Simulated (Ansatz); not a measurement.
# Rh (Fm-3m) in Ansatz: single point with RPBE+D3(BJ)

Aim: the single point of Rh with RPBE+D3(BJ).

Everything below comes from runs of Ansatz 0.2.0. Logs are shortened: lines on timing, memory, paths and dates and some standing lists are left out, and cuts for length are marked.

## Step 1: The undisturbed crystal

The structure is cubic, space group Fm-3m (No. 225). Conventional cell: a = 3.796 Å, b = 3.796 Å, c = 3.796 Å, α = 90.00°, β = 90.00°, γ = 90.00°. Rh (site symmetry m-3m) has 12 Rh at 2.68 Å as nearest neighbours.

## Step 2: Single point, RPBE+D3(BJ) (volume scaled by 1.08)

The input, run.py:

```python
import json

import ase.io
import numpy as np

import ansatz as az

atoms = ase.io.read("Rh.cif")
atoms.info.pop("occupancy", None)

calculation = (
    az.Crystal.from_ase(atoms)
    .calculation()
    .kpoints(7, 7, 7)
    .functional("rpbe", dispersion="d3bj")
    .pseudopotentials(kind="paw", level="accurate")
    .occupations(method="gaussian", width=0.05)
    .forces()
    .stress()
    .band_table(publish=True)
)
outcome = calculation.run(threads=2, events_out="events.jsonl")

report = outcome.report
for line in open("events.jsonl"):
    event = json.loads(line)
    if event["event"] == "scf_iter":
        d = event["data"]
        print(f"SCF {d['iter']:3d}  HF = {d['harris_foulkes_ev']:.6f} eV  dr2 = {d['dr2_ev']:.2e} eV")
    elif event["event"] in ("relax_step", "md_step"):
        d = event["data"]
        print(f"{event['event']} {d['step']:3d}  E = {d['lagrangian_ev']:.6f} eV")
np.set_printoptions(precision=5, suppress=True, linewidth=110)
print("converged:", report["converged"], "after", report["n_iterations"], "iterations")
print(f"free energy {report['free_energy_ev']:.6f} eV, Fermi level {report['fermi_energy_ev']:.4f} eV")
for key in ("band_edges_ev", "magnetization_mub", "site_moments_mub", "site_moments_nc_mub", "forces_ev_ang",
                "stress_gpa"):
    if report.get(key) is not None:
        print(key, np.array(report[key]), sep="\n")
```

The input, Rh.cif:

```cif
data_Rh
_cell_length_a 3.89433342
_cell_length_b 3.89433342
_cell_length_c 3.89433342
_cell_angle_alpha 90.00000000
_cell_angle_beta 90.00000000
_cell_angle_gamma 90.00000000
_space_group_name_H-M_alt 'Fm-3m'
_space_group_name_Hall '-F 4 2 3'
_space_group_IT_number 225
loop_
_space_group_symop_operation_xyz
'x,y,z'
'-x,-y,-z'
'-y,x,z'
'y,-x,-z'
'-x,-y,z'
'x,y,-z'
'y,-x,z'
'-y,x,-z'
'x,-y,-z'
'-x,y,z'
'-y,-x,-z'
'y,x,z'
'-x,y,-z'
'x,-y,z'
'y,x,-z'
'-y,-x,z'
'z,x,y'
'-z,-x,-y'
'z,-y,x'
'-z,y,-x'
'z,-x,-y'
'-z,x,y'
'z,y,-x'
'-z,-y,x'
'-z,x,-y'
'z,-x,y'
'-z,-y,-x'
'z,y,x'
'-z,-x,y'
'z,x,-y'
'-z,y,x'
'z,-y,-x'
'y,z,x'
'-y,-z,-x'
'x,z,-y'
'-x,-z,y'
'-y,z,-x'
'y,-z,x'
'-x,z,y'
'x,-z,-y'
'-y,-z,x'
'y,z,-x'
'-x,-z,-y'
'x,z,y'
'y,-z,-x'
'-y,z,x'
'x,-z,y'
'-x,z,-y'
'x,y+1/2,z+1/2'
'-x,-y+1/2,-z+1/2'
'-y,x+1/2,z+1/2'
[... 62 lines left out ...]
'-z+1/2,-x,-y+1/2'
'z+1/2,-y,x+1/2'
'-z+1/2,y,-x+1/2'
'z+1/2,-x,-y+1/2'
'-z+1/2,x,y+1/2'
'z+1/2,y,-x+1/2'
'-z+1/2,-y,x+1/2'
'-z+1/2,x,-y+1/2'
'z+1/2,-x,y+1/2'
'-z+1/2,-y,-x+1/2'
'z+1/2,y,x+1/2'
'-z+1/2,-x,y+1/2'
'z+1/2,x,-y+1/2'
'-z+1/2,y,x+1/2'
'z+1/2,-y,-x+1/2'
'y+1/2,z,x+1/2'
'-y+1/2,-z,-x+1/2'
'x+1/2,z,-y+1/2'
'-x+1/2,-z,y+1/2'
'-y+1/2,z,-x+1/2'
'y+1/2,-z,x+1/2'
'-x+1/2,z,y+1/2'
'x+1/2,-z,-y+1/2'
'-y+1/2,-z,x+1/2'
'y+1/2,z,-x+1/2'
'-x+1/2,-z,-y+1/2'
'x+1/2,z,y+1/2'
'y+1/2,-z,-x+1/2'
'-y+1/2,z,x+1/2'
'x+1/2,-z,y+1/2'
'-x+1/2,z,-y+1/2'
'x+1/2,y+1/2,z'
'-x+1/2,-y+1/2,-z'
'-y+1/2,x+1/2,z'
'y+1/2,-x+1/2,-z'
'-x+1/2,-y+1/2,z'
'x+1/2,y+1/2,-z'
'y+1/2,-x+1/2,z'
'-y+1/2,x+1/2,-z'
'x+1/2,-y+1/2,-z'
'-x+1/2,y+1/2,z'
'-y+1/2,-x+1/2,-z'
'y+1/2,x+1/2,z'
'-x+1/2,y+1/2,-z'
'x+1/2,-y+1/2,z'
'y+1/2,x+1/2,-z'
'-y+1/2,-x+1/2,z'
'z+1/2,x+1/2,y'
'-z+1/2,-x+1/2,-y'
'z+1/2,-y+1/2,x'
'-z+1/2,y+1/2,-x'
'z+1/2,-x+1/2,-y'
'-z+1/2,x+1/2,y'
'z+1/2,y+1/2,-x'
'-z+1/2,-y+1/2,x'
'-z+1/2,x+1/2,-y'
'z+1/2,-x+1/2,y'
'-z+1/2,-y+1/2,-x'
'z+1/2,y+1/2,x'
'-z+1/2,-x+1/2,y'
'z+1/2,x+1/2,-y'
'-z+1/2,y+1/2,x'
'z+1/2,-y+1/2,-x'
'y+1/2,z+1/2,x'
'-y+1/2,-z+1/2,-x'
'x+1/2,z+1/2,-y'
'-x+1/2,-z+1/2,y'
'-y+1/2,z+1/2,-x'
'y+1/2,-z+1/2,x'
'-x+1/2,z+1/2,y'
'x+1/2,-z+1/2,-y'
'-y+1/2,-z+1/2,x'
'y+1/2,z+1/2,-x'
'-x+1/2,-z+1/2,-y'
'x+1/2,z+1/2,y'
'y+1/2,-z+1/2,-x'
'-y+1/2,z+1/2,x'
'x+1/2,-z+1/2,y'
'-x+1/2,z+1/2,-y'
loop_
_atom_site_label
_atom_site_type_symbol
_atom_site_symmetry_multiplicity
_atom_site_Wyckoff_symbol
_atom_site_fract_x
_atom_site_fract_y
_atom_site_fract_z
_atom_site_occupancy
Rh1 Rh 4 a 0.0000000000 0.0000000000 0.0000000000 1
```

Potentials or basis: Ansatz PAW accurate.

Launch:

```console
$ python run.py
```

Log:

```text
DeckWarning: basis.ecutwfc = 640 eV, auto-derived from the records' recommended cutoffs: set by Rh (high level, which level: accurate takes where it reads no accurate dataset)
PlacementWarning: RAYON_NUM_THREADS=2 ignored (pool sized by the plan → 2); use plan(threads=…)
SCF   1  HF = -25660.432824 eV  dr2 = 6.65e+00 eV
SCF   2  HF = -25659.012351 eV  dr2 = 1.56e+00 eV
SCF   3  HF = -25658.651096 eV  dr2 = 2.94e-02 eV
SCF   4  HF = -25658.658516 eV  dr2 = 7.87e-03 eV
SCF   5  HF = -25658.657015 eV  dr2 = 7.99e-05 eV
SCF   6  HF = -25658.657024 eV  dr2 = 5.50e-06 eV
SCF   7  HF = -25658.657025 eV  dr2 = 1.28e-07 eV
SCF   8  HF = -25658.657025 eV  dr2 = 4.12e-09 eV
converged: True after 8 iterations
free energy -25658.657025 eV, Fermi level 20.2893 eV
magnetization_mub
0.0
forces_ev_ang
[[ 0.  0.  0.]
 [ 0.  0. -0.]
 [ 0. -0. -0.]
 [ 0. -0. -0.]]
stress_gpa
[[-44.59387  -0.       -0.     ]
 [  0.      -44.59387  -0.     ]
 [ -0.       -0.      -44.59387]]
```

engine_input.yaml:

```text
crystal:
  lattice:
    - [3.89433342, 0.0, 0.0]
    - [0.0, 3.89433342, 0.0]
    - [0.0, 0.0, 3.89433342]
  atoms:
    - { symbol: Rh, position: [0.0, 0.0, 0.0] }
    - { symbol: Rh, position: [0.0, 0.5, 0.5] }
    - { symbol: Rh, position: [0.5, 0.0, 0.5] }
    - { symbol: Rh, position: [0.5, 0.5, 0.0] }
kpoints:
  mp_grid:
    grid: [7, 7, 7]
hamiltonian:
  xc: rpbe
  dispersion: d3bj
  pseudopotentials:
    kind: paw
    level: accurate
scf:
  occupations:
    method: gaussian
    width: 0.05
output:
  forces: true
  stress: true
  eigenvalues: true
```

It took 3.4 s on 2 threads of Arm Neoverse V1, shared host; peak memory 0.49 GiB.

What came out:

| Item | Value |
| --- | --- |
| Free energy | -25658.6570 eV |
| Pressure | -44.6 GPa |
| Band gap on the k mesh | none (metal or under the smearing width) |

Levels at points of the mesh, in eV from the Fermi level:
| k point | band 32 | band 33 | band 34 | band 35 | band 36 | band 37 |
| --- | --- | --- | --- | --- | --- | --- |
| (0.00, 0.00, 0.00) | 0.90 | 0.90 | 0.90 | 0.90 | 0.90 | 0.90 |

Caveat: the potentials were made for another functional, which shifts forces and pressure; pairwise dispersion overbinds metals, which lowers pressure and volume.
